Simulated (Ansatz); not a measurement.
The calculation used Ansatz 0.2.0, DFT PBE, scalar-relativistic, plane waves, PAW. All cells share a 420 eV cutoff and Γ-centred k meshes spaced at most about 0.3 Å⁻¹ (about 0.25 or finer for metals, 2π included). No spin polarisation.

Temperature and zero-point effects are left out.

Problem. Order these relaxed structures of Hf5C3 by energy, lowest first, with the energy over the lowest of them.
1.

```
CELL_PARAMETERS angstrom
3.61797 -5.11951 0.00000
3.61797 5.11951 0.00000
0.00000 0.00000 3.32041
ATOMIC_POSITIONS crystal
Hf 0.00000 0.00000 0.00000
Hf 0.00000 0.50000 0.00000
Hf 0.50000 0.00000 0.00000
Hf 0.29719 0.29719 0.50000
Hf 0.70281 0.70281 0.50000
C 0.50000 0.50000 0.00000
C 0.83960 0.16040 0.50000
C 0.16040 0.83960 0.50000
```

2.

```
CELL_PARAMETERS angstrom
3.08350 0.00000 0.00000
0.00000 3.08350 0.00000
0.00000 0.00000 14.40894
ATOMIC_POSITIONS crystal
Hf 0.00000 0.00000 0.81712
Hf 0.00000 0.00000 0.18288
Hf 0.00000 0.00000 0.40909
Hf 0.00000 0.00000 0.59091
Hf 0.50000 0.50000 0.00000
C 0.50000 0.50000 0.15451
C 0.50000 0.50000 0.50000
C 0.50000 0.50000 0.84549
```

3.

```
CELL_PARAMETERS angstrom
5.17323 -2.30565 0.00000
5.17323 2.30565 0.00000
-5.03763 0.00000 5.23548
ATOMIC_POSITIONS crystal
Hf 0.28230 0.28230 0.38182
Hf 0.09034 0.09034 0.78362
Hf 0.90966 0.90966 0.21638
Hf 0.71769 0.71769 0.61818
Hf 0.50000 0.50000 0.00000
C 0.19811 0.19811 0.59907
C 0.00000 0.00000 0.00000
C 0.80189 0.80189 0.40093
```

4.

```
CELL_PARAMETERS angstrom
1.65115 0.95329 13.17878
-1.65115 0.95329 13.17878
0.00000 -1.90658 13.17878
ATOMIC_POSITIONS crystal
Hf 0.80206 0.80206 0.80206
Hf 0.19794 0.19794 0.19794
Hf 0.00000 0.00000 0.00000
Hf 0.39800 0.39800 0.39800
Hf 0.60200 0.60200 0.60200
C 0.50000 0.50000 0.50000
C 0.29846 0.29846 0.29846
C 0.70154 0.70154 0.70154
```

Solution. 4 (0 meV/atom), 3 (34 meV/atom), 2 (876 meV/atom), 1 (937 meV/atom). Forms: cell 4 R-3m; cell 3 C2/m; cell 2 P4/mmm; cell 1 Cmmm. Counting C atoms around Hf (those within 1.25 times the shortest such distance or 1.15 times the sum of covalent radii, 1.27 where that leaves under three; a plus sign parts nearer from farther groups; a slash parts the counts of unlike sites): cell 4 has Hf 3/6; cell 3 has Hf 3/4; cell 2 has Hf 2/4; cell 1 has Hf 2+2/4/4+2. All come from invented guesses.

Spin–orbit coupling, which can matter for Hf, is left out. Cells relaxed within their symmetry can be saddle points. Some types were kept out of the candidates beforehand, so the set may lack a known form.
